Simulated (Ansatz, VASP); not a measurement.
**One calculation of Ca4F, two programs**

File INCAR:

```
SYSTEM = Ca4F
PREC = Accurate
ENCUT = 600
EDIFF = 1E-7
ISMEAR = 0
SIGMA = 0.1
LREAL = .False.
LASPH = .True.
NELM = 60
ALGO = Fast
ISIF = 3
LWAVE = .False.
LCHARG = .False.
GGA = PE
IBRION = 2
NSW = 100
EDIFFG = -0.01
```

File KPOINTS:

```
regular mesh
0
Gamma
  6 6 6
  0 0 0
```

POSCAR

```
Ca4F
1.0
    0.0000000000      5.3602913449      5.3602913449
    5.3602913449      0.0000000000      5.3602913449
    5.3602913449      5.3602913449      0.0000000000
Ca F
4 1
Direct
    0.6278222218      0.1165333346      0.6278222218
    0.6278222218      0.6278222218      0.6278222218
    0.1165333346      0.6278222218      0.6278222218
    0.6278222218      0.6278222218      0.1165333346
    0.5000000000      0.5000000000      0.5000000000
```

Input for Ansatz:

```yaml
crystal:
  lattice:
    - [0.0, 5.3602913449, 5.3602913449]
    - [5.3602913449, 0.0, 5.3602913449]
    - [5.3602913449, 5.3602913449, 0.0]
  atoms:
    - { symbol: Ca, position: [0.6278222218, 0.1165333346, 0.6278222218] }
    - { symbol: Ca, position: [0.6278222218, 0.6278222218, 0.6278222218] }
    - { symbol: Ca, position: [0.1165333346, 0.6278222218, 0.6278222218] }
    - { symbol: Ca, position: [0.6278222218, 0.6278222218, 0.1165333346] }
    - { symbol: F, position: [0.5, 0.5, 0.5] }
basis:
  ecutwfc: 420
kpoints:
  mp_grid: { grid: [6, 6, 6] }
hamiltonian:
  xc: pbe
scf:
  occupations: { method: gaussian, width: 0.1 }
output:
  forces: true
  stress: true
  eigenvalues: true
relax:
  adjacent_minimum: "off"
  f_tol: 0.01
  max_steps: 80
  cell: { stress_tol: 0.05 }
```

Alike in both runs: task relaxation of cell and atoms; functional PBE; k mesh 6 × 6 × 6; occupations gaussian, width 0.1 eV; no spin polarisation.

|  | VASP | Ansatz |
| --- | --- | --- |
| version | VASP 6.6.1 | Ansatz 0.2.0 |
| potentials or method | VASP PAW PBE potentials, release 64 (Ca_sv, F) | scalar-relativistic, plane waves, PAW |
| plane-wave cutoff (eV) | 600 | 420 |
| valence electrons in the cell | 47 | 47 |

```csv
,VASP,Ansatz,Ansatz less VASP
"gap on the k mesh at the Fermi level, each at its own relaxed structure (eV)",none,none,-
relaxed volume (Å³/atom),62.33,62.03,-0.299
relaxed cell length with the largest relative difference (Å),7.610,7.598,-0.0122
```

A gap of «none» marks a metal or a gap that the smearing closes.

Caveats: an odd number of electrons without spin polarisation forces a metal; a magnetic or distorted state may lie lower.
